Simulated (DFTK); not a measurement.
# ZrC (Fm-3m) in DFTK: notebook

The runs below take ZrC through single point, equation of state, with AM05, PBEsol.

Program: DFTK 0.8.2. These are calculated values, not measurements. Logs are shortened: lines on timing, memory, paths and dates and some standing lists are left out, and cuts for length are marked.

## 1. The structure

The structure is cubic, space group Fm-3m (No. 225). The conventional cell has a = 4.730 Å, b = 4.730 Å, c = 4.730 Å, α = 90.00°, β = 90.00°, γ = 90.00°. Around Zr (site symmetry m-3m) lie 6 C at 2.37 Å. C (site symmetry m-3m) has 6 Zr at 2.37 Å as nearest neighbours.

## 2. Single point, AM05, 12.43 Å³/atom (volume scaled by 0.94)

Contents of run.jl:

```julia
using DFTK
using PseudoPotentialData
using Unitful, UnitfulAtomic
using LinearAlgebra, Printf
include("save.jl")
disable_threading()

# lattice vectors are the columns
lattice = austrip(1u"Å") * [           0.0          2.365          2.365;
                    2.365            0.0          2.365;
                    2.365          2.365            0.0]
symbols   = [:Zr, :C]
positions = [[0.5, 0.5, 0.5],
             [0.0, 0.0, 0.0]]
pseudopotentials = Dict(:C => "C.upf", :Zr => "Zr.upf")
elements = Dict(s => ElementPsp(s, pseudopotentials; rcut=5.99) for s in unique(symbols))
atoms    = [elements[s] for s in symbols]

build_model(lattice, positions; symmetries=true) =
    model_DFT(lattice, atoms, positions;
              functionals=[:gga_x_am05, :gga_c_am05],
              temperature=austrip(0.05u"eV"),
              smearing=Smearing.FermiDirac(),
              symmetries)
Ecut  = 41.0  # hartree
kgrid = [6, 6, 6]
tol   = 1e-6
to_GPa = ustrip(uconvert(u"GPa", 1u"hartree/bohr^3"))

results["points"] = []
for scale in [0.94, 0.96, 0.98, 1.0, 1.02, 1.04, 1.06]
    println("\n=== scale = ", scale)
    model = build_model(cbrt(scale) * lattice, positions)
    basis = PlaneWaveBasis(model; Ecut, kgrid)
    t0 = time()
    scfres = self_consistent_field(basis;
                                   tol,
                                   nbandsalg=AdaptiveBands(model; n_bands_converge=13))
    seconds = time() - t0
    @printf "SCF: %d iterations, %.1f s\n" scfres.n_iter seconds
    forces = compute_forces_cart(scfres)
    stress = compute_stresses_cart(scfres)
    @printf "V = %.5f Å^3  F = %.8f Ha  max force = %.5f eV/Å  p = %.4f GPa\n" ustrip(auconvert(u"Å^3", model.unit_cell_volume)) scfres.energies.total ustrip(auconvert(u"eV/Å", maximum(norm, forces))) (-tr(stress) / 3 * to_GPa)
    push!(results["points"], save_scf!(scfres; forces, stress, d=Dict{String,Any}("seconds" => seconds, "n_matvec" => get(scfres, :n_matvec, 0))))
end

# third-order Birch-Murnaghan fit in x = V^(-2/3)
V = [0.94, 0.96, 0.98, 1.0, 1.02, 1.04, 1.06] * abs(det(lattice))
E = [p["total"] for p in results["points"]]
x = V .^ (-2 / 3)
c = [x .^ 0 x x .^ 2 x .^ 3] \ E
Δ = c[3]^2 - 3c[2] * c[4]
if Δ > 0
    x0 = (-c[3] + sqrt(Δ)) / 3c[4]
    B0 = 4 / 9 * x0^(7 / 2) * (2c[3] + 6c[4] * x0)
    @printf "V0 = %.4f Å^3  B0 = %.2f GPa\n" ustrip(auconvert(u"Å^3", x0^(-3 / 2))) B0 * to_GPa
end
```

Potentials or basis: PseudoDojo 0.4 stringent (PBEsol).

Command:

```
$ julia --threads=1 run.jl  # one pass of the loop, scale = 0.94; save.jl only writes the numbers to a file and isn't shown; printed stress counts tension as positive; times include loading and compiling
```

Output:

```text
=== scale = 0.94
n     Energy            log10(ΔE)   log10(Δρ)   Diag   Δtime
---   ---------------   ---------   ---------   ----   ------
  1   -56.44976451945                   -0.57    5.1    3.31s
  2   -56.61394442541       -0.78       -1.49    2.3    1.22s
  3   -56.61639338200       -2.61       -2.21    2.6    1.91s
  4   -56.61640685313       -4.87       -2.88    2.1    1.75s
  5   -56.61640795442       -5.96       -3.47    2.4    1.02s
  6   -56.61640798821       -7.47       -4.08    2.1    1.95s
  7   -56.61640799058       -8.63       -4.78    2.2    1.89s
  8   -56.61640799070       -9.92       -5.68    2.3    2.37s
  9   -56.61640799070      -11.21       -6.20    2.8    2.09s
SCF: 9 iterations, 18.9 s
V = 24.86860 Å^3  F = -56.61640799 Ha  max force = 0.00000 eV/Å  p = 5.2297 GPa
```

It took 19 s on 1 thread of Intel Xeon 6975P-C (Granite Rapids), shared host.

What came out:

```
Free energy            : -1540.6109 eV
Pressure               : 5.2 GPa
Band gap on the k mesh : none (metal or under the smearing width)
```

Caveat: the k mesh is coarse (spacing up to 0.39 Å⁻¹), so the values aren't converged; the potentials were made for another functional, which shifts forces and pressure.

## 3. Single point, AM05, 12.70 Å³/atom (volume scaled by 0.96)

run.jl is that of step 2.

Potentials or basis: PseudoDojo 0.4 stringent (PBEsol).

Command:

```
$ julia --threads=1 run.jl  # one pass of the loop, scale = 0.96; save.jl only writes the numbers to a file and isn't shown; printed stress counts tension as positive; times include loading and compiling
```

Run time: 14 s. Hardware: 1 thread of Intel Xeon 6975P-C (Granite Rapids), shared host.

The run converged. Its results:

```
Free energy            : -1540.6197 eV
Pressure               : 0.1 GPa
Band gap on the k mesh : none (metal or under the smearing width)
```

Caveat: the k mesh is coarse (spacing up to 0.39 Å⁻¹), so the values aren't converged; the potentials were made for another functional, which shifts forces and pressure.

## 4. Single point, AM05, 12.96 Å³/atom (volume scaled by 0.98)

run.jl is that of step 3.

Command:

```
$ julia --threads=1 run.jl  # one pass of the loop, scale = 0.98; save.jl only writes the numbers to a file and isn't shown; printed stress counts tension as positive; times include loading and compiling
```

Wall time 13 s (1 thread of Intel Xeon 6975P-C (Granite Rapids), shared host).

The run converged. Its results:

- Free energy: -1540.6122 eV
- Pressure: -4.6 GPa
- Band gap on the k mesh: none (metal or under the smearing width)

Caveat: the k mesh is coarse (spacing up to 0.39 Å⁻¹), so the values aren't converged; the potentials were made for another functional, which shifts forces and pressure.

## 5. Single point, AM05, 13.23 Å³/atom

run.jl is that of step 4.

Command:

```
$ julia --threads=1 run.jl  # one pass of the loop, scale = 1.0; save.jl only writes the numbers to a file and isn't shown; printed stress counts tension as positive; times include loading and compiling
```

Wall time 14 s (1 thread of Intel Xeon 6975P-C (Granite Rapids), shared host).

The run converged. Its results:

- Free energy: -1540.5901 eV
- Pressure: -8.8 GPa
- Band gap on the k mesh: none (metal or under the smearing width)

Caveat: the k mesh is coarse (spacing up to 0.38 Å⁻¹), so the values aren't converged; the potentials were made for another functional, which shifts forces and pressure.

## 6. Single point, AM05, 13.49 Å³/atom (volume scaled by 1.02)

run.jl is that of step 5.

Potentials or basis: PseudoDojo 0.4 stringent (PBEsol).

Command:

```
$ julia --threads=1 run.jl  # one pass of the loop, scale = 1.02; save.jl only writes the numbers to a file and isn't shown; printed stress counts tension as positive; times include loading and compiling
```

It took 14 s on 1 thread of Intel Xeon 6975P-C (Granite Rapids), shared host.

It converged, with:

| Quantity | Value |
| --- | --- |
| Free energy | -1540.5549 eV |
| Pressure | -12.6 GPa |
| Band gap on the k mesh | none (metal or under the smearing width) |

Caveat: the k mesh is coarse (spacing up to 0.38 Å⁻¹), so the values aren't converged; the potentials were made for another functional, which shifts forces and pressure.

## 7. Single point, AM05, 13.76 Å³/atom (volume scaled by 1.04)

run.jl is that of step 6.

Command:

```
$ julia --threads=1 run.jl  # one pass of the loop, scale = 1.04; save.jl only writes the numbers to a file and isn't shown; printed stress counts tension as positive; times include loading and compiling
```

It took 18 s on 1 thread of Intel Xeon 6975P-C (Granite Rapids), shared host.

The run converged. Its results:

| Quantity | Value |
| --- | --- |
| Free energy | -1540.5078 eV |
| Pressure | -16.0 GPa |
| Band gap on the k mesh | none (metal or under the smearing width) |

Caveat: the k mesh is coarse (spacing up to 0.38 Å⁻¹), so the values aren't converged; the potentials were made for another functional, which shifts forces and pressure.

## 8. Single point, AM05, 14.02 Å³/atom (volume scaled by 1.06)

run.jl is that of step 7.

Command:

```
$ julia --threads=1 run.jl  # one pass of the loop, scale = 1.06; save.jl only writes the numbers to a file and isn't shown; printed stress counts tension as positive; times include loading and compiling
```

Run time: 16 s. Hardware: 1 thread of Intel Xeon 6975P-C (Granite Rapids), shared host.

Results (log left out):

```
Free energy            : -1540.4500 eV
Pressure               : -19.1 GPa
Band gap on the k mesh : none (metal or under the smearing width)
```

Caveat: the k mesh is coarse (spacing up to 0.38 Å⁻¹), so the values aren't converged; the potentials were made for another functional, which shifts forces and pressure.

## 9. Equation of state, PBEsol

run.jl, as its differences from that of step 8:

```diff
@@ -7,9 +7,7 @@
 
-# lattice vectors are the columns
-lattice = austrip(1u"Å") * [           0.0          2.365          2.365;
-                    2.365            0.0          2.365;
-                    2.365          2.365            0.0]
-symbols   = [:Zr, :C]
-positions = [[0.5, 0.5, 0.5],
-             [0.0, 0.0, 0.0]]
+lines     = readlines("ZrC.xyz")
+cell_ang  = reshape(parse.(Float64, split(match(r"Lattice=\"([^\"]+)\"", lines[2])[1])), 3, 3)
+lattice   = austrip(1u"Å") * cell_ang
+symbols   = [Symbol(split(l)[1]) for l in lines[3:end]]
+positions = [round.(cell_ang \ parse.(Float64, split(l)[2:4]); digits=9) for l in lines[3:end]]
 pseudopotentials = Dict(:C => "C.upf", :Zr => "Zr.upf")
@@ -20,3 +18,3 @@
     model_DFT(lattice, atoms, positions;
-              functionals=[:gga_x_am05, :gga_c_am05],
+              functionals=PBEsol(),
               temperature=austrip(0.05u"eV"),
```

Contents of ZrC.xyz:

```xyz
2
Lattice="0.0000000000 2.3650000000 2.3650000000 2.3650000000 0.0000000000 2.3650000000 2.3650000000 2.3650000000 0.0000000000" Properties=species:S:1:pos:R:3 pbc="T T T"
Zr     2.3650000000      2.3650000000      2.3650000000
C      0.0000000000      0.0000000000      0.0000000000
```

Potentials or basis: PseudoDojo 0.4 stringent (PBEsol).

Command:

```
$ julia --threads=1 run.jl  # save.jl only writes the numbers to a file and isn't shown; printed stress counts tension as positive; times include loading and compiling
```

It took 4.5 min on 1 thread of Intel Xeon 6975P-C (Granite Rapids), shared host; peak memory 1.5 GiB.

Results (log left out):

| Quantity | Value |
| --- | --- |
| Equilibrium volume | 12.74 Å³/atom |
| Bulk modulus | 236 GPa |
| Pressure derivative of the bulk modulus | 4.1 |

Energy against volume, from the lowest point:
```tsv
volume (Å³/atom)	energy (meV/atom)
12.434	5.66
12.699	0.00
12.963	2.57
13.228	12.57
13.493	29.25
13.757	51.94
14.022	80.06
```

Caveat: the k mesh is coarse (spacing up to 0.38 Å⁻¹), so the values aren't converged.

## 10. For comparison

An earlier run on the cell as given: functional PBEsol; potentials or basis dojo.nc.sr.pbesol.v0_4_1.standard.upf (PBEsol); cutoff 1116 eV; k mesh 10 × 10 × 10; occupations fermi-dirac, width 0.05 eV; no spin polarisation.

- Pressure: -8.3 GPa
- Band gap on the k mesh: none (metal or under the smearing width)
